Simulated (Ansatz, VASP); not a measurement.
In in VASP and in Ansatz

```xyz
1
Lattice="-1.6574 1.6574 2.5222 1.6574 -1.6574 2.5222 1.6574 1.6574 -2.5222" Properties=species:S:1:pos:R:3 pbc="T T T"
In    0.0000    0.0000    0.0000
```

Change from the starting cell: volume scaled by 1.06.

Alike in both runs: task single point; functional PBEsol; k mesh 11 × 11 × 11; occupations fermi-dirac, width 0.05 eV; no spin polarisation.

```csv
,VASP,Ansatz
version,VASP 6.6.1,Ansatz 0.2.0
potentials or method,"VASP PAW PBE potentials, release 64 (In_d)",Ansatz PAW
plane-wave cutoff (eV),520,420
valence electrons in the cell,13,13
```

```tsv
	VASP	Ansatz	Ansatz less VASP
gap on the k mesh at the Fermi level (eV)	none	none	-
pressure (GPa)	-2.9	-2.9	+0.05
```

A gap of «none» marks a metal or a gap that the smearing closes.

Caveats: the PAW data sets were made with another functional, which shifts forces and pressure a little (VASP); the PAW data sets come from PBE, with cores solved anew for the run's functional, which leaves a small shift of forces and pressure (Ansatz).
